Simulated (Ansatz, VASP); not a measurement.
**One calculation of CsH, two programs**

The input INCAR:

```
SYSTEM = CsH
PREC = Accurate
ENCUT = 520
EDIFF = 1E-7
ISMEAR = -1
SIGMA = 0.01
LREAL = .FALSE.
LASPH = .TRUE.
NELM = 80
ALGO = Normal
ISIF = 2
LWAVE = .FALSE.
LCHARG = .FALSE.
GGA = CA
NBANDS = 12
```

Contents of KPOINTS:

```
Automatic mesh
0
G
  8 8 8
  0 0 0
```

POSCAR

```
CsH
1.0
    3.8184085400      0.0000000000      0.0000000000
    0.0000000000      3.8184085400      0.0000000000
    0.0000000000      0.0000000000      3.8184085400
Cs H
1 1
Direct
    0.0000000000      0.0000000000      0.0000000000
    0.5000000000      0.5000000000      0.5000000000
```

Input for Ansatz:

```yaml
crystal:
  lattice:
    - [3.81840854, 0.0, 0.0]
    - [0.0, 3.81840854, 0.0]
    - [0.0, 0.0, 3.81840854]
  atoms:
    - { symbol: Cs, position: [0.0, 0.0, 0.0] }
    - { symbol: H, position: [0.5, 0.5, 0.5] }
kpoints:
  mp_grid: { grid: [8, 8, 8] }
  band_path:
    path:
      - [0.0, 0.0, 0.0]
      - [0.0, 0.5, 0.0]
      - [0.5, 0.5, 0.0]
      - [0.0, 0.0, 0.0]
      - [0.5, 0.5, 0.5]
      - [0.0, 0.5, 0.0]
      - [0.5, 0.5, 0.5]
      - [0.5, 0.5, 0.0]
    npoints: 5
scf:
  occupations: { method: fermi_dirac, width: 0.01 }
hamiltonian:
  xc: lda
  pseudopotentials: { kind: all_electron, lapw: { basis_error: 0.0005 } }
output:
  forces: true
  stress: true
  eigenvalues: true
```

Alike in both runs: task single point; functional LDA; k mesh 8 × 8 × 8; occupations fermi-dirac, width 0.01 eV; no spin polarisation.

```csv
,VASP,Ansatz
version,VASP 6.6.1,Ansatz 0.2.0
potentials or method,"VASP PAW LDA potentials, release 64 (Cs_sv, H)","all-electron LAPW, scalar-relativistic"
plane-wave cutoff (eV),520,see its input
```

|  | VASP | Ansatz | Ansatz less VASP |
| --- | --- | --- | --- |
| gap on the k mesh at the Fermi level (eV) | 2.27 | 2.30 | +0.031 |
| pressure (GPa) | -1.9 | -1.9 | -0.05 |

Ansatz ran all-electron here, so the differences hold the error of VASP's frozen core and of both bases.

Caveats: spin-orbit coupling is left out, which moves the levels of the heavy elements. A k mesh can miss the band edges.
